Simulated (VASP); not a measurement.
# CdF2 (Fm-3m) in VASP: notebook

One crystal, CdF2, is run at these levels: LDA; tasks: single point, relaxation of cell and atoms.

All numbers are computed with VASP 6.6.1; they aren't measurements. Logs are shortened: lines on timing, memory, paths and dates and some standing lists are left out, and cuts for length are marked.

### Step 1. The crystal as given

Symmetry: Fm-3m, No. 225, cubic system. Conventional cell: a = 5.298 Å, b = 5.298 Å, c = 5.298 Å, α = 90.00°, β = 90.00°, γ = 90.00°. Cd (site symmetry m-3m) is surrounded by 8 F at 2.29 Å. F (site symmetry -43m) is surrounded by 4 Cd at 2.29 Å.

### Step 2. Single point, LDA

Input file INCAR:

```
SYSTEM = CdF2
  PREC = Accurate
  ENCUT = 520
  EDIFF = 1E-6
  ISMEAR = 0
  SIGMA = 0.02
  LREAL = .FALSE.
  LASPH = .TRUE.
  NELM = 80
  ALGO = Normal
  ISIF = 2
  LWAVE = .FALSE.
  LCHARG = .FALSE.
  NBANDS = 20
```

Input file KPOINTS:

```
Automatic mesh
0
G
  8 8 8
  0 0 0
```

Input file POSCAR:

```
CdF2
1.0
    0.0000000000      2.6488277232      2.6488277232
    2.6488277232      0.0000000000      2.6488277232
    2.6488277232      2.6488277232      0.0000000000
Cd F
1 2
Direct
    0.0000000000      0.0000000000      0.0000000000
    0.2500000000      0.2500000000      0.2500000000
    0.7500000000      0.7500000000      0.7500000000
```

Potentials or basis: VASP PAW LDA potentials, release 64 (Cd, F).

Command:

```sh
$ cat potpaw_LDA.64/Cd/POTCAR potpaw_LDA.64/F/POTCAR > POTCAR
$ mpirun -np 1 vasp_std > vasp.out
```

OUTCAR:

```text
SYSTEM = CdF2
   PREC = Accurate
   ENCUT = 520
   EDIFF = 1E-6
   ISMEAR = 0
   LREAL = .FALSE.
   LASPH = .TRUE.
   NELM = 80
   ISIF = 2

 ion  position               nearest neighbor table
   1  0.000  0.000  0.000-   3 2.29   3 2.29   3 2.29   2 2.29   3 2.29   2 2.29   2 2.29   2 2.29

   2  0.250  0.250  0.250-   1 2.29   1 2.29   1 2.29   1 2.29
   3  0.750  0.750  0.750-   1 2.29   1 2.29   1 2.29   1 2.29

  LATTYP: Found a face centered cubic cell.
 ALAT       =     5.2976554464

  Lattice vectors:

 A1 = (   0.0000000000,   2.6488277232,   2.6488277232)
 A2 = (   2.6488277232,   0.0000000000,   2.6488277232)
 A3 = (   2.6488277232,   2.6488277232,   0.0000000000)

Analysis of symmetry for initial positions (statically):
=====================================================================
 Subroutine PRICEL returns:
 Original cell was already a primitive cell.

 Routine SETGRP: Setting up the symmetry group for a
 face centered cubic supercell.

 Subroutine GETGRP returns: Found 48 space group operations
 (whereof 48 operations were pure point group operations)
 out of a pool of 48 trial point group operations.

The static configuration has the point symmetry O_h .

Analysis of symmetry for dynamics (positions and initial velocities):
=====================================================================
 Subroutine PRICEL returns:
 Original cell was already a primitive cell.

 Routine SETGRP: Setting up the symmetry group for a
 face centered cubic supercell.

 Subroutine GETGRP returns: Found 48 space group operations
 (whereof 48 operations were pure point group operations)
 out of a pool of 48 trial point group operations.

The dynamic configuration has the point symmetry O_h .

 Subroutine INISYM returns: Found 48 space group operations
 (whereof 48 operations are pure point group operations),
 and found     1 'primitive' translations

----------------------------------------------------------------------------------------

                                     Primitive cell

  volume of cell :      37.1699

  direct lattice vectors                    reciprocal lattice vectors
     0.000000000  2.648827723  2.648827723    -0.188762748  0.188762748  0.188762748
     2.648827723  0.000000000  2.648827723     0.188762748 -0.188762748  0.188762748
     2.648827723  2.648827723  0.000000000     0.188762748  0.188762748 -0.188762748

  length of vectors
     3.746008091  3.746008091  3.746008091     0.326946670  0.326946670  0.326946670

  position of ions in fractional coordinates (direct lattice)
     0.000000000  0.000000000  0.000000000
     0.250000000  0.250000000  0.250000000
     0.750000000  0.750000000  0.750000000

  ion indices of the primitive-cell ions
   primitive index   ion index
                 1           1
                 2           2
                 3           3

----------------------------------------------------------------------------------------

 KPOINTS: Automatic mesh

Automatic generation of k-mesh.
 Grid dimensions read from file:
 generate k-points for:    8    8    8

 Generating k-lattice:

  Cartesian coordinates                     Fractional coordinates (reciprocal lattice)
    -0.023595343  0.023595343  0.023595343     0.125000000  0.000000000  0.000000000
     0.023595343 -0.023595343  0.023595343     0.000000000  0.125000000  0.000000000
     0.023595343  0.023595343 -0.023595343     0.000000000  0.000000000  0.125000000

  Length of vectors
     0.040868334  0.040868334  0.040868334

  Shift w.r.t. Gamma in fractional coordinates (k-lattice)
     0.000000000  0.000000000  0.000000000

 Subroutine IBZKPT returns following result:
 ===========================================

 Found     29 irreducible k-points:

 Following reciprocal coordinates:
            Coordinates               Weight
  0.000000  0.000000  0.000000      1.000000
  0.125000  0.000000  0.000000      8.000000
  0.250000  0.000000  0.000000      8.000000
  0.375000  0.000000  0.000000      8.000000
  0.500000  0.000000  0.000000      4.000000
  0.125000  0.125000  0.000000      6.000000
[... 16 lines left out ...]
  0.500000  0.250000  0.125000     48.000000
 -0.375000  0.250000  0.125000     24.000000
 [... further k-points ...]
   k-points           NKPTS =     29   k-points in BZ     NKDIM =     29   number of bands    NBANDS=     20
   number of dos      NEDOS =    301   number of ions     NIONS =      3
   total plane-waves  NPLWV =  21952
   dimension x,y,z NGX =    28 NGY =   28 NGZ =   28
   dimension x,y,z NGXF=    56 NGYF=   56 NGZF=   56
   ions per type =               1   2
   NGX,Y,Z   is equivalent  to a cutoff of  12.43, 12.43, 12.43 a.u.
   NGXF,Y,Z  is equivalent  to a cutoff of  24.85, 24.85, 24.85 a.u.
 SYSTEM =  CdF2
   PREC   = accura    normal or accurate (medium, high low for compatibility)
   ISTART =      0    job   : 0-new  1-cont  2-samecut
   ICHARG =      2    charge: 1-file 2-atom 10-const
   ISPIN  =      1    spin polarized calculation?
   LNONCOLLINEAR =      F non collinear calculations
   LSORBIT =      F    spin-orbit coupling
   LASPH  =      T    aspherical Exc in radial PAW
   ENCUT  =  520.0 eV  38.22 Ry    6.18 a.u.   6.97  6.97  6.97*2*pi/ulx,y,z
   NELM   =     80;   NELMIN=  2; NELMDL= -5     # of ELM steps
   EDIFF  = 0.1E-05   stopping-criterion for ELM
   LREAL  =      F    real-space projection
   EDIFFG = 0.1E-04   stopping-criterion for IOM
   NSW    =      0    number of steps for IOM
   IBRION =     -1    ionic relax: 0-MD 1-quasi-New 2-CG
   NFREE  =      0    steps in history (QN), initial steepest desc. (CG)
   ISIF   =      2    stress and relaxation
   ISYM   =      2    0-nonsym 1-usesym 2-fastsym
   POTIM  = 0.5000    time-step for ionic-motion
   TEBEG  =    0.0;   TEEND  =   0.0 temperature during run
   PSTRESS=    0.0 pullay stress
   NELECT =      26.0000    total number of electrons
   NUPDOWN=      -1.0000    fix difference up-down
   EMIN   =  10.00;   EMAX   =-10.00  energy-range for DOS
   EFERMI =   0.00;   METHOD = LEGACY
   ISMEAR =     0;   SIGMA  =   0.02  broadening in eV -4-tet -1-fermi 0-gaus
   EFERMI_NEDOS =   21; number of points for ismear=-14 and -15
   IALGO  =     38    algorithm
   IMIX   =      4    mixing-type and parameters
     AMIX     =   0.40;   BMIX     =  1.00
     AMIX_MAG =   1.60;   BMIX_MAG =  1.00
  volume/ion in A,a.u.               =      12.39        83.61
  Fermi-wavevector in a.u.,A,eV,Ry     =   1.453234  2.746214 28.733998  2.111889
  Thomas-Fermi vector in A             =   2.570524
   LORBIT       =      0    0 simple, 1 ext, 2 COOP (PROOUT), +10 PAW based schemes
   GGA     = CA    functional components
   LHFCALC =     F    Hartree Fock is set to
   AEXX    =    0.0000 exact exchange contribution
   IVDW    =     0    specifies the selected vdW correction
   LEPSILON=     F    determine dielectric tensor
   LRPA    =     F    only Hartree local field effects (RPA)
 non-spin polarized calculation
 Gauss-broadening in eV      SIGMA  =   0.02
  energy-cutoff  :      520.00
  volume of cell :       37.17
 maximum number of plane-waves:      1012
   NGX = 13   NGY = 13   NGZ = 13

 number of electron      26.0000020 magnetization

 Free energy of the ion-electron system (eV)
  ---------------------------------------------------
  ext. energy  EPLUGINS =         0.00000000
  ---------------------------------------------------
  free energy    TOTEN  =       -12.73424698 eV

  energy without entropy =      -12.73424698  energy(sigma->0) =      -12.73424698

 E-fermi :  -1.0673     XC(G=0): -11.4038

 val. band max:       -1.2495129646   @ k =  -0.2500   0.5000   0.2500
 cond. band min:       1.7250421864   @ k =   0.0000   0.0000   0.0000
 fundamental gap:      2.9745551510
 Fermi energy:        -1.0673162650

 k-point     1 :       0.0000    0.0000    0.0000
  band No.  band energies     occupation
      1     -22.0059      2.00000
      2     -20.6637      2.00000
      3      -7.0896      2.00000
      4      -7.0896      2.00000
      5      -7.0896      2.00000
      6      -5.5700      2.00000
[... 12 lines left out ...]
     19      18.6436      0.00000
     20      18.6436      0.00000

 k-point     2 :       0.1250    0.0000    0.0000
  band No.  band energies     occupation
      1     -21.9455      2.00000
      2     -20.7194      2.00000
      3      -7.0207      2.00000
      4      -7.0207      2.00000
      5      -6.8958      2.00000
      6      -5.5959      2.00000
[... 12 lines left out ...]
     19      18.2493      0.00000
     20      18.2493      0.00000

 k-point     3 :       0.2500    0.0000    0.0000
  band No.  band energies     occupation
      1     -21.7823      2.00000
      2     -20.8672      2.00000
      3      -6.8593      2.00000
      4      -6.8593      2.00000
      5      -6.3701      2.00000
      6      -5.6213      2.00000
[... 12 lines left out ...]
     19      17.5786      0.00000
     20      18.4017      0.00000

 k-point     4 :       0.3750    0.0000    0.0000
  band No.  band energies     occupation
      1     -21.5589      2.00000
      2     -21.0705      2.00000
      3      -6.7219      2.00000
      4      -6.7219      2.00000
      5      -5.6841      2.00000
      6      -5.5577      2.00000
[... 12 lines left out ...]
     19      17.0824      0.00000
     20      17.9013      0.00000

 k-point     5 :       0.5000    0.0000    0.0000
  band No.  band energies     occupation
      1     -21.3594      2.00000
      2     -21.2602      2.00000
      3      -6.6788      2.00000
      4      -6.6788      2.00000
      5      -5.4871      2.00000
      6      -5.4871      2.00000
[... 12 lines left out ...]
     19      16.8967      0.00000
     20      17.5232      0.00000
[... 353 lines left out ...]
      6      -5.4273      2.00000
[... 12 lines left out ...]
     19      18.4320      0.00000
     20      20.0286      0.00000

 k-point    22 :       0.3750    0.2500    0.1250
  band No.  band energies     occupation
      1     -21.6670      2.00000
      2     -20.9595      2.00000
      3      -6.7184      2.00000
      4      -6.6466      2.00000
      5      -6.0204      2.00000
      6      -5.9652      2.00000
[... 12 lines left out ...]
     19      18.2119      0.00000
     20      20.8345      0.00000

 k-point    23 :       0.5000    0.2500    0.1250
  band No.  band energies     occupation
      1     -21.4863      2.00000
      2     -21.1153      2.00000
      3      -6.6217      2.00000
      4      -6.4611      2.00000
      5      -5.9358      2.00000
      6      -5.5916      2.00000
[... 12 lines left out ...]
     19      17.6576      0.00000
     20      20.7674      0.00000

 k-point    24 :      -0.3750    0.2500    0.1250
  band No.  band energies     occupation
      1     -21.3201      2.00000
      2     -21.2702      2.00000
      3      -6.5891      2.00000
      4      -6.4149      2.00000
      5      -5.7150      2.00000
      6      -5.6422      2.00000
[... 12 lines left out ...]
     19      17.4311      0.00000
     20      21.0438      0.00000

 [... further k-points ...]

------------------------ aborting loop because EDIFF is reached ----------------------------------------

  FORCE on cell =-STRESS in cart. coord.  units (eV):
  Direction    XX          YY          ZZ          XY          YZ          ZX
  --------------------------------------------------------------------------------------
  -------------------------------------------------------------------------------------
  Total        0.2923783      0.2923783      0.2923783      0.0000000      0.0000000      0.0000000
  in kB       12.6027301     12.6027301     12.6027301      0.0000000      0.0000000      0.0000000
  external PRESSURE =      12.6027301 kB  Pullay stress =       0.0000000 kB

 VOLUME and BASIS-vectors are now :
 -----------------------------------------------------------------------------
  energy-cutoff  :      520.00
  volume of cell :       37.17
      direct lattice vectors                 reciprocal lattice vectors
     0.000000000  2.648827723  2.648827723    -0.188762748  0.188762748  0.188762748
     2.648827723  0.000000000  2.648827723     0.188762748 -0.188762748  0.188762748
     2.648827723  2.648827723  0.000000000     0.188762748  0.188762748 -0.188762748

 POSITION                                       TOTAL-FORCE (eV/Angst)
 -----------------------------------------------------------------------------------
      0.00000      0.00000      0.00000        -0.000000      0.000000      0.000000
      1.32441      1.32441      1.32441         0.000000      0.000000      0.000000
      3.97324      3.97324      3.97324        -0.000000     -0.000000     -0.000000
 -----------------------------------------------------------------------------------
    total drift:                                0.000000      0.000000      0.000000

  FREE ENERGIE OF THE ION-ELECTRON SYSTEM (eV)
  ---------------------------------------------------
  free  energy   TOTEN  =       -12.7342469819 eV

  energy  without entropy=      -12.7342469819  energy(sigma->0) =      -12.73424698
```

It took 20 s on 1 thread of AMD EPYC 7R43 (Zen 3), shared host; peak memory 0.11 GiB.

Results:

```yaml
Free_energy: -12.7342 eV
Pressure: 1.3 GPa
Band_gap_on_the_k_mesh: 2.97 eV, indirect (least direct gap 3.39 eV)
```

A k mesh can miss the band edges. LDA gaps usually lie below the measured ones, often by a third to a half.

### Step 3. Relaxation of cell and atoms, LDA

This run uses another cell than the first one, of 13.03 Å³/atom, 1.052 times its volume.

Input file INCAR:

```
  ALGO = Normal
  EDIFF = 1E-6
  EDIFFG = -0.005
  ENCUT = 600
  IBRION = 2
  ISIF = 3
  ISMEAR = 0
  LASPH = True
  LCHARG = False
  LREAL = False
  LWAVE = False
  NELM = 80
  NSW = 100
  PREC = Accurate
  SIGMA = 0.02
```

Input file KPOINTS:

```
k-points
0
Gamma
  8 8 8
```

Input file POSCAR:

```
CdF2
1.0
    0.0000000000      2.6940000000      2.6940000000
    2.6940000000      0.0000000000      2.6940000000
    2.6940000000      2.6940000000      0.0000000000
Cd F
1 2
Direct
    0.0000000000      0.0000000000      0.0000000000
    0.2500000000      0.2500000000      0.2500000000
    0.7500000000      0.7500000000      0.7500000000
```

Potentials or basis: VASP PAW LDA potentials, release 64 (Cd, F).

Command:

```sh
$ cat potpaw_LDA.64/Cd/POTCAR potpaw_LDA.64/F/POTCAR > POTCAR
$ mpirun -np 1 vasp_std > vasp.out
```

It took 54 s on 1 thread of AMD EPYC 7R43 (Zen 3), shared host; peak memory 0.13 GiB.

Results (log left out):

```
Free energy                            : -12.7456 eV
Relaxed volume                         : 12.48 Å³/atom
Relaxed cell                           : a = 3.756 Å, b = 3.756 Å, c = 3.756 Å, α = 60.00°, β = 60.00°, γ = 60.00°
Space group after relaxing (to 0.05 Å) : Fm-3m (No. 225)
Energy gained by relaxing              : 8.8 meV/atom
Ionic steps                            : 3
Pressure after relaxing                : 0.0 GPa
Band gap on the k mesh                 : 2.95 eV, indirect (least direct gap 3.37 eV)
```

The path:
| step | energy change (eV) | largest force (eV/Å) | pressure (GPa) | volume (Å³) |
| --- | --- | --- | --- | --- |
| 1 | 0.0000 | 0.0000 | -4.92 | 39.10 |
| 2 | -0.0228 | 0.0000 | 2.04 | 36.88 |
| 3 | -0.0265 | 0.0000 | 0.01 | 37.45 |

Final structure:
```
CELL_PARAMETERS angstrom
0.00000 2.65557 2.65557
2.65557 0.00000 2.65557
2.65557 2.65557 0.00000
ATOMIC_POSITIONS crystal
Cd 0.00000 0.00000 0.00000
F 0.25000 0.25000 0.25000
F 0.75000 0.75000 0.75000
```

Levels at points of the mesh, in eV from the valence-band top:
```csv
k point,band 9,band 10,band 11,band 12,band 13,band 14,band 15,band 16,band 17
"(0.00, 0.00, 0.00)",-1.12,-1.12,-0.42,-0.42,-0.42,2.95,12.50,12.50,12.50
"(0.50, 0.00, 0.00)",-2.56,-2.07,-2.07,-0.35,-0.35,7.27,8.93,14.51,14.51
"(0.50, 0.50, 0.00)",-3.29,-3.16,-0.61,-0.10,-0.10,8.10,9.58,11.53,14.32
```

### Step 4. Single point, LDA

This run uses another cell than the first one, of 13.03 Å³/atom, 1.052 times its volume.

Input file INCAR:

```
SYSTEM = CdF2
ALGO     = Normal         ! electronic algorithm
EDIFF    = 1E-6           ! SCF threshold, eV
ENCUT    = 520            ! plane-wave cutoff, eV
ISIF     = 2              ! what is computed and relaxed
ISMEAR   = 0              ! smearing method
LASPH    = .TRUE.         ! aspherical terms in the spheres
LCHARG   = .FALSE.        ! write CHGCAR
LREAL    = .FALSE.        ! projectors in reciprocal space
LWAVE    = .FALSE.        ! write WAVECAR
NBANDS   = 20             ! bands
NELM     = 80             ! most SCF steps
PREC     = Accurate       ! precision mode
SIGMA    = 0.1            ! smearing width, eV
```

Input file KPOINTS:

```
k-points
0
G
  6 6 6
  0 0 0
```

POSCAR is that of step 3.

Command:

```sh
$ cat potpaw_LDA.64/Cd/POTCAR potpaw_LDA.64/F/POTCAR > POTCAR
$ mpirun -np 1 vasp_std > vasp.out
```

It took 11 s on 1 thread of AMD EPYC 7R43 (Zen 3), shared host; peak memory 0.1 GiB.

It converged, with:

| Item | Value |
| --- | --- |
| Free energy | -12.7158 eV |
| Pressure | -4.7 GPa |
| Band gap on the k mesh | 2.82 eV, indirect (least direct gap 3.28 eV) |

Levels at points of the mesh, in eV from the valence-band top:
```csv
k point,band 9,band 10,band 11,band 12,band 13,band 14,band 15,band 16,band 17,band 18
"(0.00, 0.00, 0.00)",-0.99,-0.99,-0.46,-0.46,-0.46,2.82,12.33,12.33,12.33,17.15
"(0.50, 0.00, 0.00)",-2.34,-1.88,-1.88,-0.37,-0.37,6.97,8.81,14.16,14.16,17.82
"(0.50, 0.50, 0.00)",-3.03,-3.03,-0.50,-0.07,-0.07,7.77,9.36,11.47,13.95,13.95
```

### Step 5. Summary

| task | cell | k mesh | cutoff (eV) | smearing | gap on the mesh (eV) | pressure (GPa) |
| --- | --- | --- | --- | --- | --- | --- |
| single point | Fm-3m, 12.39 Å³/atom | 8 × 8 × 8 | 520 | gaussian 0.02 eV | 2.97 | 1.3 |
| relaxation of cell and atoms | relaxed | 8 × 8 × 8 | 600 | gaussian 0.02 eV | 2.95 | 0.0 |
| single point | Fm-3m, 13.03 Å³/atom | 6 × 6 × 6 | 520 | gaussian 0.1 eV | 2.82 | -4.7 |

Alike in all rows: level LDA; potentials or basis VASP PAW LDA potentials, release 64 (Cd, F); no spin polarisation.

Total energies depend on the potentials used, so only differences within one code and one set of settings carry meaning.
